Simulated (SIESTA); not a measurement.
TiO2:

```
Ti O
1.0
     4.59984    0.00000    0.00000
     0.00000    4.59984    0.00000
     0.00000    0.00000    2.95921
Ti O
2 4
Direct
  0.00000 0.00000 0.50000
  0.50000 0.50000 0.00000
  0.30432 0.30432 0.50000
  0.19568 0.80432 0.00000
  0.80432 0.19568 0.00000
  0.69568 0.69568 0.50000
```

The cell is a database's computed one.

* Program: SIESTA 5.4.2
* Task: single point
* Functional: PBE
* Potentials or basis: PseudoDojo 0.4 standard (PBE files)
* Basis: DZP (energy shift 0.003 Ry; two zetas on semicore shells)
* Grid cutoff: 800 Ry
* Energy shift: 0.003 Ry
* k mesh: 6 × 6 × 9
* Occupations: fermi-dirac, width 0.05 eV
* Spin: no spin polarisation

On this cell: pressure 7.4 GPa; largest force 0.059 eV/Å; band gap on the k mesh 1.75 eV, direct.

The same run follows on a disturbed copy (atoms moved at random, drawn with an rms of 0.05 Å):

```
Ti O
1.0
     4.59984    0.00000    0.00000
     0.00000    4.59984    0.00000
     0.00000    0.00000    2.95921
Ti O
2 4
Direct
  0.99285 0.00757 0.49742
  0.49187 0.51062 0.99653
  0.30654 0.30354 0.49639
  0.18927 0.80785 0.00486
  0.79551 0.19416 0.00703
  0.69910 0.70567 0.50990
```

What does the disturbed cell give?

The energy moves by +5.4 meV/atom; pressure 7.3 GPa; largest force 0.827 eV/Å; band gap on the k mesh 1.67 eV, indirect (least direct gap 1.70 eV).

Forces in eV/Å, atoms in the order of the input:
```
Ti  -0.029  0.143  0.023
Ti   0.053 -0.065 -0.026
O    0.062  0.385  0.260
O    0.386 -0.271 -0.004
O    0.066  0.417 -0.092
O   -0.538 -0.608 -0.160
```

Stress tensor (GPa, compression positive):
```
 6.94  0.19 -0.37
 0.19  6.78 -0.65
-0.37 -0.65  8.12
```

Caveats: an odd mesh through Γ misses points on the zone boundary, where band edges often lie; the basis of atomic orbitals isn't converged, which shifts pressures, moduli and gaps.
